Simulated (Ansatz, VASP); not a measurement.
## InSb in VASP and in Ansatz

```
In Sb
1.0
     0.00000    3.22494    3.22494
     3.22494    0.00000    3.22494
     3.22494    3.22494    0.00000
In Sb
1 1
Direct
  0.00000 0.00000 0.00000
  0.25000 0.25000 0.25000
```

Alike in both runs: functional LDA; k mesh 11 × 11 × 11; occupations fermi-dirac, width 0.1 eV; no spin polarisation.

Ansatz relaxed the structure, and its values are those at the end. VASP's run is a single point on that final structure, the one shown.

|  | VASP | Ansatz |
| --- | --- | --- |
| version | VASP 6.6.1 | Ansatz 0.2.0 |
| potentials or method | VASP PAW LDA potentials, release 64 (In_d, Sb) | PAW with Ansatz's default frozen-core files, scalar-relativistic |
| plane-wave cutoff (eV) | 520 | 420 |
| valence electrons in the cell | 18 | 28 |

VASP gave:

- pressure (GPa): 0.1

Q: What did Ansatz give for the same quantities?

A: Pressure (GPa): 0.0.

The two sets of potentials don't hold the same shells in valence.

The runs have no spin-orbit coupling, so splittings on Sb are missing.
